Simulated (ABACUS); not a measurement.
# AlN (P6_3mc) in ABACUS: further runs, part 2 of 2

ABACUS 3.10.1. The steps go on from the part before.

## (4) Single point, PBEsol

INPUT

```
INPUT_PARAMETERS
suffix              AlN
calculation         scf
basis_type          lcao
pseudo_dir          ./
orbital_dir         ./
symmetry            1
dft_functional      pbesol
ecutwfc             100
pseudo_rcut         7
nspin               1
nbands              12
ks_solver           genelpa
smearing_method     fd
smearing_sigma      0.00367493
scf_thr             1e-07
scf_nmax            100
mixing_type         broyden
mixing_beta         0.7
cal_force           1
cal_stress          1
out_mul             1
```

STRU

```
ATOMIC_SPECIES
Al 26.9815 Al.upf
N 14.0070 N.upf

NUMERICAL_ORBITAL
Al_confined-atom_8au_2s2p1d.orb
N_confined-atom_6au_2s2p1d.orb

LATTICE_CONSTANT
1.8897261246

LATTICE_VECTORS
3.1130000000 0.0000000000 0.0000000000
-1.5565000000 2.6959370820 0.0000000000
0.0000000000 0.0000000000 4.9810000000

ATOMIC_POSITIONS
Cartesian

Al
0.0
2
1.5565000002 0.8986456939 2.4905000000 1 1 1
-0.0000000002 1.7972913881 0.0000000000 1 1 1

N
0.0
2
1.5565000002 0.8986456939 4.3832800000 1 1 1
-0.0000000002 1.7972913881 1.8927800000 1 1 1
```

KPT

```
K_POINTS
0
Gamma
10 10 6 0 0 0
```

Potentials or basis: PseudoDojo NC SR 0.4.1 PBE standard, DZP LCAO (the cutoffs set its grid).

Run with:

```console
$ OMP_NUM_THREADS=1 mpirun -np 4 abacus > log
```

running log:

```text
ABACUS v3.10.1

               Atomic-orbital Based Ab-initio Computation at UStc

 ------------------------------------------------------------------------------------

 READING GENERAL INFORMATION
                           global_out_dir = OUT.AlN/
                           global_in_card = INPUT
                               pseudo_dir = ./
                              orbital_dir = ./
                                    DSIZE = 4
                                    GSIZE = 1

 READING UNITCELL INFORMATION
                                    ntype = 2
                  lattice constant (Bohr) = 1.88973
              lattice constant (Angstrom) = 1

 READING ATOM TYPE 1
                               atom label = Al
                      L=0, number of zeta = 2
                      L=1, number of zeta = 2
                      L=2, number of zeta = 1
             number of atom for this type = 2

 READING ATOM TYPE 2
                               atom label = N
                      L=0, number of zeta = 2
                      L=1, number of zeta = 2
                      L=2, number of zeta = 1
             number of atom for this type = 2

                        TOTAL ATOM NUMBER = 4
[... 367 lines left out ...]
 final etot is -693.48412317 eV
 EFERMI = 8.335730259 eV

 STATE ENERGY(eV) AND OCCUPATIONS    NSPIN == 1
 1/56 kpoint (Cartesian) = 0.0000 0.0000 0.0000 (1190 pws)
       1       -8.09588     0.00333333
       2       -5.92358     0.00333333
       3       0.993448     0.00333333
       4        6.24035     0.00333333
       5        6.24035     0.00333333
       6        6.89993     0.00333333
       7        6.89993     0.00333333
       8        7.16171     0.00333333
       9        11.6580    4.63200e-32
      10        13.8898    1.90794e-51
      11        18.1062    4.54795e-88
      12        18.1220    3.31607e-88
[... 57 lines left out ...]
 6/56 kpoint (Cartesian) = 0.16062 0.27820 0.0000 (1219 pws)
       1       -6.15759      0.0100000
       2       -5.43247      0.0100000
       3        1.55791      0.0100000
       4        2.88191      0.0100000
       5        3.67555      0.0100000
       6        4.95286      0.0100000
       7        5.24801      0.0100000
       8        6.39401      0.0100000
       9        12.7375    5.84567e-41
      10        12.7477    4.76194e-41
      11        15.7086    9.12962e-67
      12        17.3049    1.24377e-80

[... levels at 50 further k points ...]

 correction force for each atom along direction 1 is -0.00443971
 correction force for each atom along direction 2 is 0.00267572
 correction force for each atom along direction 3 is -1.55114e-06
------------------------------------------------------------------------------------------
 TOTAL-FORCE (eV/Angstrom)
------------------------------------------------------------------------------------------
                       Al1         0.0000000000         0.0000000000        -0.1306245048
                       Al2         0.0000000000         0.0000000000        -0.1306245048
                        N1         0.0000000000         0.0000000000         0.1306245048
                        N2         0.0000000000         0.0000000000         0.1306245048
------------------------------------------------------------------------------------------

----------------------------------------------------------------
 TOTAL-STRESS (KBAR)
----------------------------------------------------------------
        19.7143480768        -0.0000000000         0.0000000000
        -0.0000000000        19.7143480765        -0.0000000000
         0.0000000000         0.0000000000        37.5076872262
----------------------------------------------------------------
 TOTAL-PRESSURE: 25.645461 KBAR

 --------------------------------------------
 !FINAL_ETOT_IS -693.4841231734238818 eV
 --------------------------------------------
```

stdout:

```text
ABACUS v3.10.1

               Atomic-orbital Based Ab-initio Computation at UStc

 dft_functional readin is: pbesol
 dft_functional in pseudopot file is: PBE
 Please make sure this is what you need
[... 32 lines left out ...]
 GE9     -6.93484123e+02  -2.80355466e-12   5.4616e-08   0.40
----------------------------------------------------------------
 TOTAL-STRESS (KBAR)
----------------------------------------------------------------
        19.7143480768        -0.0000000000         0.0000000000
        -0.0000000000        19.7143480765        -0.0000000000
         0.0000000000         0.0000000000        37.5076872262
----------------------------------------------------------------
 TOTAL-PRESSURE: 25.645461 KBAR
```

Wall time 5.8 s (4 MPI ranks of Intel Xeon 6975P-C (Granite Rapids), shared host); peak memory 0.4 GiB.

Results:

- Free energy: -693.4841 eV
- Pressure: 2.6 GPa
- Largest force: 0.131 eV/Å
- Band gap on the k mesh: 4.50 eV, direct
- Mulliken charges: Al +0.73, +0.70; N -0.71, -0.72 e

Forces on the atoms (eV/Å):
```
Al   0.000  0.000 -0.131
Al   0.000  0.000 -0.131
N    0.000  0.000  0.131
N    0.000  0.000  0.131
```

Caveat: the atomic orbitals were generated for these runs and aren't a published set; Mulliken charges move with the basis; the potentials were made for another functional, which shifts forces and pressure; the basis of atomic orbitals isn't converged, which shifts pressures, moduli and gaps.

## (5) Single point, revPBE

Changes to INPUT since step 4:

```diff
@@ -7,3 +7,3 @@
 symmetry            1
-dft_functional      pbesol
+dft_functional      revpbe
 ecutwfc             100
```

STRU is that of step 4.

KPT is that of step 4.

Run with:

```console
$ OMP_NUM_THREADS=1 mpirun -np 4 abacus > log
```

Wall time 4.8 s (4 MPI ranks of Intel Xeon 6975P-C (Granite Rapids), shared host); peak memory 0.4 GiB.

It converged, with:

```yaml
Free_energy: -695.7880 eV
Pressure: 5.4 GPa
Largest_force: 0.124 eV/Å
Band_gap_on_the_k_mesh: 4.63 eV, direct
Mulliken_charges: Al +0.77, +0.75; N -0.76, -0.77 e
```

Forces in eV/Å, atoms in the order of the input:
```
Al   0.000  0.000 -0.124
Al   0.000  0.000 -0.124
N    0.000  0.000  0.124
N    0.000  0.000  0.124
```

Stress tensor (GPa, compression positive):
```
4.79 0.00 0.00
0.00 4.79 0.00
0.00 0.00 6.71
```

Levels at points of the mesh, in eV from the valence-band top:
```
           k point  band 5  band 6  band 7  band 8  band 9  band 10  band 11  band 12
(0.00, 0.00, 0.00)   -0.92   -0.26   -0.26    0.00    4.63     6.86    11.04    11.08
(0.50, 0.50, 0.00)   -3.44   -2.18   -1.87   -0.76    5.75     5.76     8.67    10.27
(0.00, 0.00, 0.50)   -0.59   -0.59   -0.59   -0.59    6.79     6.79    10.52    10.52
(0.50, 0.50, 0.50)   -1.55   -1.55   -1.45   -1.45    5.29     5.29     9.23     9.23
```

Caveat: the atomic orbitals were generated for these runs and aren't a published set; Mulliken charges move with the basis; the potentials were made for another functional, which shifts forces and pressure; the basis of atomic orbitals isn't converged, which shifts pressures, moduli and gaps.

## (6) Single point, SOGGA

Changes to INPUT since step 5:

```diff
@@ -7,3 +7,3 @@
 symmetry            1
-dft_functional      revpbe
+dft_functional      GGA_X_SOGGA+GGA_C_PBE
 ecutwfc             100
@@ -22 +22,4 @@
 out_mul             1
+out_chg             1
+out_pot             2
+out_elf             1
```

STRU is that of step 5.

KPT is that of step 5.

Potentials or basis: PseudoDojo NC SR 0.4.1 PBE standard, DZP LCAO (the cutoffs set its grid).

Run with:

```console
$ OMP_NUM_THREADS=1 mpirun -np 4 abacus > log
```

Wall time 5.4 s (4 MPI ranks of Intel Xeon 6975P-C (Granite Rapids), shared host); peak memory 0.4 GiB.

It converged, with:

- Free energy: -691.5839 eV
- Pressure: 1.5 GPa
- Largest force: 0.132 eV/Å
- Band gap on the k mesh: 4.41 eV, direct
- Mulliken charges: Al +0.70, +0.68; N -0.69 e

Forces in eV/Å, atoms in the order of the input:
```
Al   0.000  0.000 -0.132
Al   0.000  0.000 -0.132
N    0.000  0.000  0.132
N    0.000  0.000  0.132
```

Stress tensor (GPa, compression positive):
```
0.90 0.00 0.00
0.00 0.90 0.00
0.00 0.00 2.65
```

Levels at points of the mesh, in eV from the valence-band top:
```tsv
k point	band 6	band 7	band 8	band 9	band 10	band 11
(0.00, 0.00, 0.00)	-0.26	-0.26	0.00	4.41	6.65	10.87
(0.50, 0.50, 0.00)	-2.22	-1.94	-0.77	5.48	5.49	8.48
(0.00, 0.00, 0.50)	-0.60	-0.60	-0.60	6.60	6.60	10.34
(0.50, 0.50, 0.50)	-1.57	-1.48	-1.48	5.01	5.01	9.01
```

Caveat: the atomic orbitals were generated for these runs and aren't a published set; Mulliken charges move with the basis; the potentials were made for another functional, which shifts forces and pressure; the basis of atomic orbitals isn't converged, which shifts pressures, moduli and gaps.

## (7) Summary

| level | gap on the mesh (eV) | pressure (GPa) | largest force (eV/Å) |
| --- | --- | --- | --- |
| LDA | 4.50 | 2.2 | 0.13 |
| PBE | 4.60 | 4.8 | 0.13 |
| PBEsol | 4.50 | 2.6 | 0.13 |
| revPBE | 4.63 | 5.4 | 0.12 |
| SOGGA | 4.41 | 1.5 | 0.13 |

Alike in all rows: task single point; potentials or basis PseudoDojo NC SR 0.4.1 PBE standard, DZP LCAO (the cutoffs set its grid); no spin polarisation; cell as given; k mesh 10 × 10 × 6; cutoff (eV) 1361; smearing fermi-dirac 0.05 eV.

Caveats: the atomic orbitals were generated for these runs and aren't a published set; the basis of atomic orbitals isn't converged, which shifts pressures, moduli and gaps; the potentials were made for another functional, which shifts forces and pressure (some runs).

Absolute energies hang on the potentials; compare differences alone.

## (8) How close it comes

Step 2. Against the measured gap of AlN, 6.0343 eV (an exciton energy, a little under the gap; 0 K; quoted in “Structural and optical properties of self-assembled AlN nanowires grown on SiO2/Si substrates by molecular beam epitaxy”, 2024, arxiv:2402.00216), the calculated 4.50 eV is off by -1.53 eV. 2 values of this kind are on record (6.034 to 6.0343 eV); this one was drawn at random. The value is that of LDA in an atomic basis (PseudoDojo NC SR 0.4.1 PBE standard, DZP LCAO (the cutoffs set its grid)), whose error adds to the functional's, on a finite k mesh, which can miss the band edges, without temperature or zero-point motion. Semilocal functionals fall short of measured gaps as a rule.

Step 3. Measured gap of AlN: 6.0343 eV (an exciton energy, a little under the gap; 0 K; quoted in “Structural and optical properties of self-assembled AlN nanowires grown on SiO2/Si substrates by molecular beam epitaxy”, 2024, arxiv:2402.00216). This calculation gives 4.60 eV (-1.44 eV). 2 values of this kind are on record (6.034 to 6.0343 eV); this one was drawn at random. The value is that of PBE in an atomic basis (PseudoDojo NC SR 0.4.1 PBE standard, DZP LCAO (the cutoffs set its grid)), whose error adds to the functional's, on a finite k mesh, which can miss the band edges, without temperature or zero-point motion. Semilocal functionals fall short of measured gaps as a rule.

Step 4. A measured gap of AlN is 6.034 eV (an exciton energy, a little under the gap; 10 K; quoted in “Self-assembly of well-separated AlN nanowires directly on sputtered metallic TiN films”, 2019, arxiv:1910.07391); the calculated 4.50 eV misses it by -1.54 eV. 2 values of this kind are on record (6.034 to 6.0343 eV); this one was drawn at random. The value is that of PBEsol in an atomic basis (PseudoDojo NC SR 0.4.1 PBE standard, DZP LCAO (the cutoffs set its grid)), whose error adds to the functional's, on a finite k mesh, which can miss the band edges, without temperature or zero-point motion. Semilocal functionals fall short of measured gaps as a rule.

Step 5. Measured gap of AlN: 6.034 eV (an exciton energy, a little under the gap; 10 K; quoted in “Self-assembly of well-separated AlN nanowires directly on sputtered metallic TiN films”, 2019, arxiv:1910.07391). This calculation gives 4.63 eV (-1.40 eV). 2 values of this kind are on record (6.034 to 6.0343 eV); this one was drawn at random. The value is that of revPBE in an atomic basis (PseudoDojo NC SR 0.4.1 PBE standard, DZP LCAO (the cutoffs set its grid)), whose error adds to the functional's, on a finite k mesh, which can miss the band edges, without temperature or zero-point motion. Semilocal functionals fall short of measured gaps as a rule.

Step 6. A measured gap of AlN is 6.0343 eV (an exciton energy, a little under the gap; 0 K; quoted in “Structural and optical properties of self-assembled AlN nanowires grown on SiO2/Si substrates by molecular beam epitaxy”, 2024, arxiv:2402.00216); the calculated 4.41 eV misses it by -1.63 eV. 2 values of this kind are on record (6.034 to 6.0343 eV); this one was drawn at random. The value is that of SOGGA in an atomic basis (PseudoDojo NC SR 0.4.1 PBE standard, DZP LCAO (the cutoffs set its grid)), whose error adds to the functional's, on a finite k mesh, which can miss the band edges, without temperature or zero-point motion.
